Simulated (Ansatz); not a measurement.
**Straining HfN**

Theory: Ansatz 0.2.0, DFT PBEsol, scalar-relativistic, plane waves, PAW. Settings: 420 eV cutoff, 16×16×12 k-mesh, Gaussian smearing of 0.10 eV, no spin polarisation.

Reference structure (relaxed):

```xyz
4
Lattice="2.2509 2.2509 0.0000 -2.2509 2.2509 0.0000 0.0000 0.0000 4.5017" Properties=species:S:1:pos:R:3 pbc="T T T"
Hf    0.0000    0.0000    0.0000
Hf    0.0000    2.2509    2.2509
N     0.0000    2.2509    0.0000
N     0.0000    0.0000    2.2509
```

Deformation: biaxial strain in the a-b plane, with the length and tilt of c and the atoms relaxed, all within the symmetry that the strain leaves. Energies are extrapolated to zero smearing. On this cell's mesh the reference holds a stress of up to 0.29 GPa.

Spin–orbit coupling is left out, which can shift energies with elements as heavy as these.

```
strain (%)  ΔE (meV/atom) a (Å) b (Å) c (Å)
      -4.5          121.8  3.040  3.040  4.578
      -3.0           51.8  3.088  3.088  4.550
      -1.5           12.6  3.135  3.135  4.522
      +0.0            0.0  3.183  3.183  4.502
      +1.5           10.7  3.231  3.231  4.479
      +3.0           40.7  3.279  3.279  4.458
      +4.5           86.6  3.326  3.326  4.437
```

What stiffness (1/V) d²E/dε² at zero strain does a cubic fit over all points give?

A cubic fit gives (1/V) d²E/dε² = 1445 GPa at zero strain (twice the biaxial modulus).

How does the free axis c answer a small strain?

Between the innermost points its strain is -0.32 times the applied one.